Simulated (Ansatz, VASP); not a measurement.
## Pd: VASP beside Ansatz

```
Pd
1.0
     0.00000    1.98468    1.98468
     1.98468    0.00000    1.98468
     1.98468    1.98468    0.00000
Pd
1
Direct
  0.00000 0.00000 0.00000
```

Alike in both runs: task single point; functional RPBE; dispersion D4; k mesh 12 × 12 × 12; occupations fermi-dirac, width 0.05 eV; no spin polarisation.

```csv
,VASP,Ansatz
version,VASP 6.6.1,Ansatz 0.2.0
potentials or method,"VASP PAW PBE potentials, release 64 (Pd)",Ansatz PAW
plane-wave cutoff (eV),520,420
valence electrons in the cell,10,18
```

|  | VASP | Ansatz | Ansatz less VASP |
| --- | --- | --- | --- |
| gap on the k mesh at the Fermi level (eV) | none | none | - |
| pressure (GPa) | -7.8 | -7.6 | +0.24 |
| dispersion energy (meV/atom) | -905.8 | -905.9 | -0.11 |

A gap of «none» marks a metal or a gap that the smearing closes. The two sets of potentials don't hold the same shells in valence.

Caveats: pairwise dispersion overbinds metals, which lowers pressure and volume; the PAW data sets were made with another functional, which shifts forces and pressure a little (VASP); the PAW data sets come from PBE, with cores solved anew for the run's functional, which leaves a small shift of forces and pressure (Ansatz).
